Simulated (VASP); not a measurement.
# Na2HF (P-6m2) in VASP: density of states with PBE

Aim: the density of states of Na2HF with PBE.

Program: VASP 6.6.1. These are calculated values, not measurements. Logs are shortened: lines on timing, memory, paths and dates and some standing lists are left out, and cuts for length are marked.

### 1 The crystal as given

Symmetry: P-6m2, No. 187, hexagonal system. The conventional cell has a = 3.293 Å, b = 3.293 Å, c = 5.781 Å, α = 90.00°, β = 90.00°, γ = 120.00°. Na (site symmetry 3m) has 3 F at 2.38 Å and 3 H at 2.40 Å as nearest neighbours. H (site symmetry -6m2) has 6 Na at 2.40 Å as nearest neighbours. Around F (site symmetry -6m2) lie 6 Na at 2.38 Å.

The cell was built by a generator and needn't be a form met in nature.

### 2 Density of states, PBE

The input, POSCAR:

```
Na2HF
1.0
    3.2934277718      0.0000000000      0.0000000000
   -1.6467138859      2.8521921160      0.0000000000
    0.0000000000      0.0000000000      5.7808303234
Na H F
2 1 1
Direct
    0.6666666667      0.3333333333      0.2538019910
    0.6666666667      0.3333333333      0.7461980090
    0.0000000000      0.0000000000      0.0000000000
    0.3333333333      0.6666666667      0.5000000000
```

The input, INCAR.step1:

```
SYSTEM = Na2HF
PREC = Accurate
ENCUT = 520
EDIFF = 1E-6
ISMEAR = 0
SIGMA = 0.02
LREAL = .False.
LASPH = .True.
NELM = 60
ALGO = Normal
ISIF = 2
LWAVE = .False.
LCHARG = .True.
GGA = PE
NBANDS = 19
```

The input, KPOINTS.step1:

```
regular mesh
0
Gamma
  9 9 4
  0 0 0
```

The input, INCAR.step2:

```
SYSTEM = Na2HF
PREC = Accurate
ENCUT = 520
EDIFF = 1E-6
ISMEAR = -5
SIGMA = 0.02
LREAL = .False.
LASPH = .True.
NELM = 60
ALGO = Normal
ISIF = 2
LWAVE = .False.
LCHARG = .False.
GGA = PE
LORBIT = 10
NBANDS = 19
NEDOS = 2001
ICHARG = 11
```

The input, KPOINTS.step2:

```
regular mesh
0
Gamma
  14 14 6
  0 0 0
```

Potentials or basis: VASP PAW PBE potentials, release 64 (Na_pv, H, F).

The run is started by

```sh
$ cat potpaw_PBE.64/Na_pv/POTCAR potpaw_PBE.64/H/POTCAR potpaw_PBE.64/F/POTCAR > POTCAR
$ cp INCAR.step1 INCAR
$ cp KPOINTS.step1 KPOINTS
$ mpirun -np 1 vasp_std > vasp.out
$ cp INCAR.step2 INCAR
$ cp KPOINTS.step2 KPOINTS
$ mpirun -np 1 vasp_std > vasp.out
```

OUTCAR:

```text
SYSTEM = Na2HF
   PREC = Accurate
   ENCUT = 520
   EDIFF = 1E-6
   ISMEAR = -5
   LREAL = .False.
   LASPH = .True.
   NELM = 60
   ISIF = 2
   GGA = PE
   LORBIT = 10
   ICHARG = 11

 ion  position               nearest neighbor table
   1  0.667  0.333  0.254-
   2  0.667  0.333  0.746-
   3  0.000  0.000  0.000-
   4  0.333  0.667  0.500-

  LATTYP: Found a hexagonal cell.
 ALAT       =     3.2934277718
 C/A-ratio  =     1.7552625179

  Lattice vectors:

 A1 = (   3.2934277718,   0.0000000000,   0.0000000000)
 A2 = (  -1.6467138859,   2.8521921160,   0.0000000000)
 A3 = (   0.0000000000,   0.0000000000,   5.7808303234)

Analysis of symmetry for initial positions (statically):
=====================================================================
 Subroutine PRICEL returns:
 Original cell was already a primitive cell.

 Routine SETGRP: Setting up the symmetry group for a
 hexagonal supercell.

 Subroutine GETGRP returns: Found 12 space group operations
 (whereof 12 operations were pure point group operations)
 out of a pool of 24 trial point group operations.

The static configuration has the point symmetry D_3h.

Analysis of symmetry for dynamics (positions and initial velocities):
=====================================================================
 Subroutine PRICEL returns:
 Original cell was already a primitive cell.

 Routine SETGRP: Setting up the symmetry group for a
 hexagonal supercell.

 Subroutine GETGRP returns: Found 12 space group operations
 (whereof 12 operations were pure point group operations)
 out of a pool of 24 trial point group operations.

The dynamic configuration has the point symmetry D_3h.

 Subroutine INISYM returns: Found 12 space group operations
 (whereof 12 operations are pure point group operations),
 and found     1 'primitive' translations

----------------------------------------------------------------------------------------

                                     Primitive cell

  volume of cell :      54.3022

  direct lattice vectors                    reciprocal lattice vectors
     3.293427772  0.000000000  0.000000000     0.303635018  0.175303759  0.000000000
    -1.646713886  2.852192116  0.000000000     0.000000000  0.350607518  0.000000000
     0.000000000  0.000000000  5.780830323     0.000000000  0.000000000  0.172985530

  length of vectors
     3.293427772  3.293427772  5.780830323     0.350607518  0.350607518  0.172985530

  position of ions in fractional coordinates (direct lattice)
     0.666666667  0.333333333  0.253801991
     0.666666667  0.333333333  0.746198009
     0.000000000  0.000000000  0.000000000
     0.333333333  0.666666667  0.500000000

  ion indices of the primitive-cell ions
   primitive index   ion index
                 1           1
                 2           2
                 3           3
                 4           4

----------------------------------------------------------------------------------------

 KPOINTS: regular mesh

Automatic generation of k-mesh.
 Grid dimensions read from file:
 generate k-points for:   14   14    6

 Generating k-lattice:

  Cartesian coordinates                     Fractional coordinates (reciprocal lattice)
     0.021688216  0.012521697  0.000000000     0.071428571 -0.000000000  0.000000000
     0.000000000  0.025043394  0.000000000     0.000000000  0.071428571  0.000000000
     0.000000000  0.000000000  0.028830922     0.000000000  0.000000000  0.166666667

  Length of vectors
     0.025043394  0.025043394  0.028830922

  Shift w.r.t. Gamma in fractional coordinates (k-lattice)
     0.000000000  0.000000000  0.000000000

 TETIRR: Found   1218 inequivalent tetrahedra from     7056

 Subroutine IBZKPT returns following result:
 ===========================================

 Found     96 irreducible k-points:

 Following reciprocal coordinates:
            Coordinates               Weight
  0.000000  0.000000  0.000000      1.000000
  0.071429  0.000000  0.000000      6.000000
  0.142857  0.000000  0.000000      6.000000
  0.214286  0.000000  0.000000      6.000000
  0.285714  0.000000  0.000000      6.000000
  0.357143  0.000000  0.000000      6.000000
[... 16 lines left out ...]
  0.285714  0.285714  0.000000      6.000000
  0.357143  0.285714  0.000000      6.000000
 [... further k-points ...]
   k-points           NKPTS =     96   k-points in BZ     NKDIM =     96   number of bands    NBANDS=     19
   number of dos      NEDOS =   2001   number of ions     NIONS =      4
   total plane-waves  NPLWV =  27648
   dimension x,y,z NGX =    24 NGY =   24 NGZ =   48
   dimension x,y,z NGXF=    48 NGYF=   48 NGZF=   96
   ions per type =               2   1   1
   NGX,Y,Z   is equivalent  to a cutoff of  12.11, 12.11, 13.80 a.u.
   NGXF,Y,Z  is equivalent  to a cutoff of  24.23, 24.23, 27.61 a.u.
 SYSTEM =  Na2HF
   PREC   = accura    normal or accurate (medium, high low for compatibility)
   ISTART =      0    job   : 0-new  1-cont  2-samecut
   ICHARG =     11    charge: 1-file 2-atom 10-const
   ISPIN  =      1    spin polarized calculation?
   LNONCOLLINEAR =      F non collinear calculations
   LSORBIT =      F    spin-orbit coupling
   LASPH  =      T    aspherical Exc in radial PAW
   ENCUT  =  520.0 eV  38.22 Ry    6.18 a.u.   6.12  6.12 10.75*2*pi/ulx,y,z
   NELM   =     60;   NELMIN=  2; NELMDL=  0     # of ELM steps
   EDIFF  = 0.1E-05   stopping-criterion for ELM
   LREAL  =      F    real-space projection
   EDIFFG = 0.1E-04   stopping-criterion for IOM
   NSW    =      0    number of steps for IOM
   IBRION =     -1    ionic relax: 0-MD 1-quasi-New 2-CG
   NFREE  =      0    steps in history (QN), initial steepest desc. (CG)
   ISIF   =      2    stress and relaxation
   ISYM   =      2    0-nonsym 1-usesym 2-fastsym
   POTIM  = 0.5000    time-step for ionic-motion
   TEBEG  =    0.0;   TEEND  =   0.0 temperature during run
   PSTRESS=    0.0 pullay stress
   NELECT =      22.0000    total number of electrons
   NUPDOWN=      -1.0000    fix difference up-down
   EMIN   =  10.00;   EMAX   =-10.00  energy-range for DOS
   EFERMI =   0.00;   METHOD = LEGACY
   ISMEAR =    -5;   SIGMA  =   0.02  broadening in eV -4-tet -1-fermi 0-gaus
   EFERMI_NEDOS =   21; number of points for ismear=-14 and -15
   IALGO  =     38    algorithm
   IMIX   =      4    mixing-type and parameters
     AMIX     =   0.40;   BMIX     =  1.00
     AMIX_MAG =   1.60;   BMIX_MAG =  1.00
  volume/ion in A,a.u.               =      13.58        91.61
  Fermi-wavevector in a.u.,A,eV,Ry     =   1.211370  2.289157 19.965412  1.467416
  Thomas-Fermi vector in A             =   2.346887
   LORBIT       =     10    0 simple, 1 ext, 2 COOP (PROOUT), +10 PAW based schemes
   GGA     = PE    functional components
   LHFCALC =     F    Hartree Fock is set to
   AEXX    =    0.0000 exact exchange contribution
   IVDW    =     0    specifies the selected vdW correction
   LEPSILON=     F    determine dielectric tensor
   LRPA    =     F    only Hartree local field effects (RPA)
 non-spin polarized calculation
 Fermi weights with tetrahedron method with Bloechl corrections
  energy-cutoff  :      520.00
  volume of cell :       54.30
 maximum number of plane-waves:      1484

 number of electron      21.9999989 magnetization

 Free energy of the ion-electron system (eV)
  ---------------------------------------------------
  ext. energy  EPLUGINS =         0.00000000
  ---------------------------------------------------
  free energy    TOTEN  =       -13.46206550 eV

  energy without entropy =      -13.46206550  energy(sigma->0) =      -13.46206550

 E-fermi :  -0.3275     XC(G=0):  -8.3184

 val. band max:       -0.3398198195   @ k =   0.3571   0.2857   0.0000
 cond. band min:       2.8773542339   @ k =   0.0000   0.0000   0.5000
 fundamental gap:      3.2171740534
 Fermi energy:        -0.3274567965

 k-point     1 :       0.0000    0.0000    0.0000
  band No.  band energies     occupation
      1     -22.9390      2.00000
      2     -22.4888      2.00000
      3     -22.4888      2.00000
      4     -22.4660      2.00000
      5     -22.4660      2.00000
      6     -22.4427      2.00000
[... 11 lines left out ...]
     18      17.1609      0.00000
     19      17.1617      0.00000

 k-point     2 :       0.0714    0.0000    0.0000
  band No.  band energies     occupation
      1     -22.9331      2.00000
      2     -22.4994      2.00000
      3     -22.4900      2.00000
      4     -22.4707      2.00000
      5     -22.4670      2.00000
      6     -22.4421      2.00000
[... 11 lines left out ...]
     18      16.6613      0.00000
     19      16.8850      0.00000

 k-point     3 :       0.1429    0.0000    0.0000
  band No.  band energies     occupation
      1     -22.9169      2.00000
      2     -22.5271      2.00000
      3     -22.4934      2.00000
      4     -22.4838      2.00000
      5     -22.4699      2.00000
      6     -22.4405      2.00000
[... 11 lines left out ...]
     18      15.5662      0.00000
     19      16.0543      0.00000

 k-point     4 :       0.2143    0.0000    0.0000
  band No.  band energies     occupation
      1     -22.8945      2.00000
      2     -22.5625      2.00000
      3     -22.5027      2.00000
      4     -22.4983      2.00000
      5     -22.4741      2.00000
      6     -22.4382      2.00000
[... 11 lines left out ...]
     18      14.1838      0.00000
     19      16.0051      0.00000

 k-point     5 :       0.2857    0.0000    0.0000
  band No.  band energies     occupation
      1     -22.8724      2.00000
      2     -22.5947      2.00000
      3     -22.5235      2.00000
      4     -22.5038      2.00000
      5     -22.4787      2.00000
      6     -22.4356      2.00000
[... 11 lines left out ...]
     18      12.8744      0.00000
     19      16.2753      0.00000
[... 334 lines left out ...]
      2     -22.6243      2.00000
      3     -22.5429      2.00000
      4     -22.5407      2.00000
      5     -22.5036      2.00000
      6     -22.4310      2.00000
[... 11 lines left out ...]
     18      13.8722      0.00000
     19      14.8798      0.00000

 k-point    22 :       0.3571    0.2143    0.0000
  band No.  band energies     occupation
      1     -22.8226      2.00000
      2     -22.6287      2.00000
      3     -22.5480      2.00000
      4     -22.5461      2.00000
      5     -22.5089      2.00000
      6     -22.4302      2.00000
[... 11 lines left out ...]
     18      13.5630      0.00000
     19      14.5236      0.00000

 k-point    23 :       0.2857    0.2857    0.0000
  band No.  band energies     occupation
      1     -22.8175      2.00000
      2     -22.6288      2.00000
      3     -22.5547      2.00000
      4     -22.5407      2.00000
      5     -22.5156      2.00000
      6     -22.4300      2.00000
[... 11 lines left out ...]
     18      13.0863      0.00000
     19      14.2107      0.00000

 k-point    24 :       0.3571    0.2857    0.0000
  band No.  band energies     occupation
      1     -22.8122      2.00000
      2     -22.6307      2.00000
      3     -22.5600      2.00000
      4     -22.5376      2.00000
      5     -22.5222      2.00000
      6     -22.4297      2.00000
[... 11 lines left out ...]
     18      12.7959      0.00000
     19      13.9249      0.00000

 [... further k-points ...]

------------------------ aborting loop because EDIFF is reached ----------------------------------------

  FORCE on cell =-STRESS in cart. coord.  units (eV):
  Direction    XX          YY          ZZ          XY          YZ          ZX
  --------------------------------------------------------------------------------------
  -------------------------------------------------------------------------------------
  Total       -0.0357266     -0.0357266     -0.0375313      0.0000000      0.0000000      0.0000000
  in kB       -1.0541078     -1.0541078     -1.1073544      0.0000000      0.0000000      0.0000000
  external PRESSURE =      -1.0718567 kB  Pullay stress =       0.0000000 kB

 VOLUME and BASIS-vectors are now :
 -----------------------------------------------------------------------------
  energy-cutoff  :      520.00
  volume of cell :       54.30
      direct lattice vectors                 reciprocal lattice vectors
     3.293427772  0.000000000  0.000000000     0.303635018  0.175303759  0.000000000
    -1.646713886  2.852192116  0.000000000     0.000000000  0.350607518  0.000000000
     0.000000000  0.000000000  5.780830323     0.000000000  0.000000000  0.172985530

 POSITION                                       TOTAL-FORCE (eV/Angst)
 -----------------------------------------------------------------------------------
      1.64671      0.95073      1.46719        -0.000000      0.000000     -0.003409
      1.64671      0.95073      4.31364        -0.000000     -0.000000      0.003409
      0.00000      0.00000      0.00000         0.000000     -0.000000      0.000000
     -0.00000      1.90146      2.89042         0.000000     -0.000000      0.000000
 -----------------------------------------------------------------------------------
    total drift:                               -0.001878      0.001084     -0.000000

  FREE ENERGIE OF THE ION-ELECTRON SYSTEM (eV)
  ---------------------------------------------------
  free  energy   TOTEN  =       -13.4620654962 eV

  energy  without entropy=      -13.4620654962  energy(sigma->0) =      -13.46206550

 total charge

# of ion       s       p       d       tot
------------------------------------------
    1        0.054   5.988   0.000   6.042
    2        0.054   5.988   0.000   6.042
    3        0.520   0.000   0.000   0.521
    4        1.729   4.365   0.000   6.094
--------------------------------------------------
tot          2.358  16.341   0.000  18.699
```

Run time: 26 s. Hardware: 1 thread of Intel Xeon 6975P-C (Granite Rapids), shared host; peak memory 0.21 GiB.

What came out:

- Valence electrons inside the program's atomic spheres: Na 6.04; H 0.52; F 6.09

Levels at points of the mesh, in eV from the valence-band top:
| k point | band 9 | band 10 | band 11 | band 12 | band 13 | band 14 |
| --- | --- | --- | --- | --- | --- | --- |
| (0.00, 0.00, 0.00) | -2.84 | -2.84 | -2.62 | 5.33 | 5.67 | 11.34 |
| (0.50, 0.00, 0.00) | -3.34 | -3.04 | -0.31 | 4.72 | 7.99 | 9.08 |
| (0.00, 0.00, 0.50) | -2.84 | -2.84 | -1.91 | 3.22 | 9.56 | 9.70 |
| (0.50, 0.00, 0.50) | -3.37 | -3.04 | -0.34 | 5.05 | 7.15 | 9.05 |

States per cell in windows of 0.5 eV (zero at the valence-band top; states under -8 eV left out):
| from (eV) | total | F4_p | H3_s | Na1_s | Na2_s | Na1_p | Na2_p |
| --- | --- | --- | --- | --- | --- | --- | --- |
| -8.0 | 0.00 | 0.00 | 0.00 | 0.00 | 0.00 | 0.00 | 0.00 |
| -7.5 | 0.00 | 0.00 | 0.00 | 0.00 | 0.00 | 0.00 | 0.00 |
| -7.0 | 0.00 | 0.00 | 0.00 | 0.00 | 0.00 | 0.00 | 0.00 |
| -6.5 | 0.00 | 0.00 | 0.00 | 0.00 | 0.00 | 0.00 | 0.00 |
| -6.0 | 0.00 | 0.00 | 0.00 | 0.00 | 0.00 | 0.00 | 0.00 |
| -5.5 | 0.00 | 0.00 | 0.00 | 0.00 | 0.00 | 0.00 | 0.00 |
| -5.0 | 0.00 | 0.00 | 0.00 | 0.00 | 0.00 | 0.00 | 0.00 |
| -4.5 | 0.01 | 0.01 | 0.00 | 0.00 | 0.00 | 0.00 | 0.00 |
| -4.0 | 2.11 | 1.39 | 0.01 | 0.02 | 0.02 | 0.01 | 0.01 |
| -3.5 | 3.04 | 2.22 | 0.00 | 0.01 | 0.01 | 0.01 | 0.01 |
| -3.0 | 0.80 | 0.62 | 0.00 | 0.00 | 0.00 | 0.00 | 0.00 |
| -2.5 | 0.12 | 0.01 | 0.02 | 0.00 | 0.00 | 0.00 | 0.00 |
| -2.0 | 0.32 | 0.04 | 0.06 | 0.01 | 0.01 | 0.00 | 0.00 |
| -1.5 | 0.39 | 0.02 | 0.09 | 0.01 | 0.01 | 0.01 | 0.01 |
| -1.0 | 0.47 | 0.01 | 0.12 | 0.01 | 0.01 | 0.01 | 0.01 |
| -0.5 | 0.74 | 0.01 | 0.22 | 0.00 | 0.00 | 0.01 | 0.01 |
| 0.0 | 0.01 | 0.00 | 0.00 | 0.00 | 0.00 | 0.00 | 0.00 |
| 0.5 | 0.00 | 0.00 | 0.00 | 0.00 | 0.00 | 0.00 | 0.00 |
| 1.0 | 0.00 | 0.00 | 0.00 | 0.00 | 0.00 | 0.00 | 0.00 |
| 1.5 | 0.00 | 0.00 | 0.00 | 0.00 | 0.00 | 0.00 | 0.00 |
| 2.0 | 0.00 | 0.00 | 0.00 | 0.00 | 0.00 | 0.00 | 0.00 |
| 2.5 | 0.00 | 0.00 | 0.00 | 0.00 | 0.00 | 0.00 | 0.00 |
| 3.0 | 0.01 | 0.00 | 0.00 | 0.00 | 0.00 | 0.00 | 0.00 |
| 3.5 | 0.06 | 0.00 | 0.00 | 0.01 | 0.01 | 0.00 | 0.00 |
| 4.0 | 0.10 | 0.00 | 0.00 | 0.01 | 0.01 | 0.00 | 0.00 |
| 4.5 | 0.23 | 0.01 | 0.00 | 0.02 | 0.02 | 0.00 | 0.00 |
| 5.0 | 0.58 | 0.02 | 0.01 | 0.04 | 0.04 | 0.02 | 0.02 |
| 5.5 | 0.84 | 0.03 | 0.02 | 0.05 | 0.05 | 0.02 | 0.02 |
| 6.0 | 0.30 | 0.02 | 0.01 | 0.02 | 0.02 | 0.01 | 0.01 |
| 6.5 | 0.53 | 0.03 | 0.02 | 0.03 | 0.03 | 0.02 | 0.02 |
| 7.0 | 0.73 | 0.04 | 0.02 | 0.04 | 0.04 | 0.03 | 0.03 |
| 7.5 | 0.54 | 0.03 | 0.02 | 0.02 | 0.02 | 0.02 | 0.02 |
